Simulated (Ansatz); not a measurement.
BaZrO3:

```xyz
5
Lattice="4.1913 0.0000 0.0000 0.0000 4.1913 0.0000 0.0000 0.0000 4.1913" Properties=species:S:1:pos:R:3 pbc="T T T"
Ba    0.0000    0.0000    0.0000
Zr    2.0957    2.0957    2.0957
O     2.0957    2.0957    0.0000
O     2.0957    0.0000    2.0957
O     0.0000    2.0957    2.0957
```

| Item | Value |
| --- | --- |
| Program | Ansatz 0.2.0 |
| Task | relaxation of cell and atoms |
| Functional | revPBE |
| Potentials or basis | Ansatz PAW |
| Cutoff | 420 eV (not typed: the program's choice for these potentials) |
| k mesh | 6 × 6 × 6 |
| Occupations | fermi-dirac, width 0.05 eV |
| Spin | no spin polarisation |

At the start: volume 14.73 Å³/atom.

How do energy, volume and symmetry change on relaxing?

It ends after 7 steps and the volume is 15.37 Å³/atom (+4.4 %); space group Pm-3m (No. 221, to 0.05 Å).

Step by step:
```csv
step,energy change (eV),largest force (eV/Å),volume (Å³)
1,0.0000,0.0000,73.63
2,-0.0356,0.0000,78.28
3,-0.0535,0.0000,76.82
4,-0.0538,0.0000,76.73
5,-0.0650,0.0000,76.73
6,-0.0648,0.0000,76.86
7,-0.0652,0.0000,76.86
```

Final structure:
```yaml
crystal:
  lattice:
    - [4.25168, 0.00000, 0.00000]
    - [0.00000, 4.25168, 0.00000]
    - [0.00000, 0.00000, 4.25168]
  atoms:
    - { symbol: Ba, position: [0.00000, 0.00000, 0.00000] }
    - { symbol: Zr, position: [0.50000, 0.50000, 0.50000] }
    - { symbol: O, position: [0.50000, 0.50000, 0.00000] }
    - { symbol: O, position: [0.50000, 0.00000, 0.50000] }
    - { symbol: O, position: [0.00000, 0.50000, 0.50000] }
```

Caveat: the plane-wave basis is chosen anew once the cell has moved, so the energies of steps on either side of that aren't comparable; the pressure holds a Pulay correction of +0.4 GPa for the finite cutoff; the PAW data sets come from PBE, with cores solved anew for the run's functional, which leaves a small shift of forces and pressure.
